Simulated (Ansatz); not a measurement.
Input and command of a plane-wave DFT calculation in Ansatz:

```yaml
crystal:
  lattice:
    - [-1.0e-10, 5.5743817708, -5.2431684095]
    - [4.8275562239, -2.7871908853, -5.2431684095]
    - [-4.8275562239, -2.7871908854, -5.2431684095]
  atoms:
    - { symbol: Ga, position: [0.9447421288, 0.2790132945, 0.2783856411] }
    - { symbol: Ga, position: [0.2788607292, 0.9449023807, 0.2784088029] }
    - { symbol: Ga, position: [0.9405929697, 0.6089988157, 0.9428256459] }
    - { symbol: Ga, position: [0.6098049396, 0.6099230144, 0.2784342443] }
    - { symbol: Ga, position: [0.2788508046, 0.2790052258, 0.9442750985] }
    - { symbol: Ga, position: [0.944374387, 0.9437738634, 0.6083180214] }
    - { symbol: Ga, position: [0.6104473662, 0.9419266904, 0.9431920179] }
    - { symbol: Ga, position: [0.2789179493, 0.6099661739, 0.609335932] }
    - { symbol: Ga, position: [0.6098184295, 0.2790074709, 0.6093349859] }
    - { symbol: Ga, position: [0.8930581112, 0.8876710078, 0.2191313459] }
    - { symbol: Ga, position: [0.2224802115, 0.5552901889, 0.2220257772] }
    - { symbol: Ga, position: [0.8892352887, 0.2203340971, 0.888114371] }
    - { symbol: Ga, position: [0.5551376969, 0.2226466283, 0.222003641] }
    - { symbol: Ga, position: [0.2174272655, 0.8914476351, 0.8907224458] }
    - { symbol: Ga, position: [0.8888757243, 0.5558256593, 0.5552172817] }
    - { symbol: Ga, position: [0.5556611643, 0.5557907477, 0.8883881648] }
    - { symbol: Ga, position: [0.2224687166, 0.2226451887, 0.5546474354] }
    - { symbol: Ga, position: [0.5556800579, 0.889010771, 0.5552235898] }
    - { symbol: "N", position: [0.8174406816, 0.1554203604, 0.1548050777] }
    - { symbol: "N", position: [0.1552932554, 0.8176147945, 0.1548319128] }
    - { symbol: "N", position: [0.8187167814, 0.4842874186, 0.8182496182] }
    - { symbol: "N", position: [0.4850686122, 0.4852451659, 0.151607649] }
    - { symbol: "N", position: [0.1552734324, 0.1554447063, 0.8169514598] }
    - { symbol: "N", position: [0.818750951, 0.8188758555, 0.4836846214] }
    - { symbol: "N", position: [0.484146182, 0.8188606639, 0.8182813811] }
    - { symbol: "N", position: [0.1520800279, 0.4852552379, 0.4846217375] }
    - { symbol: "N", position: [0.4850763467, 0.1522185186, 0.4846087408] }
    - { symbol: "N", position: [0.0967829124, 0.0969452052, 0.429866388] }
    - { symbol: "N", position: [0.4305417547, 0.7632549127, 0.4300486047] }
    - { symbol: "N", position: [0.0967905285, 0.4305041831, 0.0963045743] }
    - { symbol: "N", position: [0.7631010645, 0.4306591432, 0.4300614353] }
    - { symbol: "N", position: [0.4303464953, 0.0969231626, 0.0963022414] }
    - { symbol: "N", position: [0.0967284859, 0.7644732239, 0.7590665667] }
    - { symbol: "N", position: [0.7620052723, 0.7625299827, 0.0924665336] }
    - { symbol: "N", position: [0.4305114309, 0.4306343842, 0.7626252489] }
    - { symbol: "N", position: [0.7620232775, 0.0983728802, 0.7607606528] }
    - { symbol: H, position: [0.9464634164, 0.9457884997, 0.947960379] }
  host:
    lattice:
      - [3.2183708159, 0.0, 0.0]
      - [-1.609185408, 2.7871908854, 0.0]
      - [0.0, 0.0, 5.2431684095]
    atoms:
      - { symbol: Ga, position: [0.6666666667, 0.3333333333, 0.4991348631] }
      - { symbol: Ga, position: [0.3333333333, 0.6666666667, 0.9991348631] }
      - { symbol: "N", position: [0.6666666667, 0.3333333333, 0.8758651369] }
      - { symbol: "N", position: [0.3333333333, 0.6666666667, 0.3758651369] }
total_charge: 1
basis:
  ecutwfc: 420
  xc_grid: 2
kpoints:
  mp_grid: { grid: [2, 2, 2], shift: [0.5, 0.5, 0.5] }
hamiltonian:
  xc: pbe
scf:
  occupations: { method: gaussian, width: 0.01 }
output:
  forces: true
  stress: false
  eigenvalues: true
  charged_corrections:
    defect_position: [0.93055556, 0.93055556, 0.93055556]
    epsilon: [[10.4928, 0.0, 0.0], [0.0, 10.4928, 0.0], [0.0, 0.0, 11.6882]]
  write_density: true
  write_potential: true
  elf: true
  volumetric_format: npy
relax:
  adjacent_minimum: "off"
  f_tol: 0.025
  max_steps: 45
```

```bash
ansatz run input.yaml --threads 4 --pin off --max-ram 10240MiB --backend cpu --events-out ev --progress --plain --runs-dir out
```

Processor: Intel(R) Xeon(R) 6975P-C (Granite Rapids), 4 threads, on a host shared with other jobs.

Problem. Estimate time, memory and problem size.

Solution. About 3.2 min on 4 threads of Intel(R) Xeon(R) 6975P-C (Granite Rapids), on a shared host, peak memory 1.9 GiB. It solves 199 bands at 4 k points (the mesh reduced by symmetry) with about 8267 plane waves, in 71 SCF iterations over 12 ionic steps.
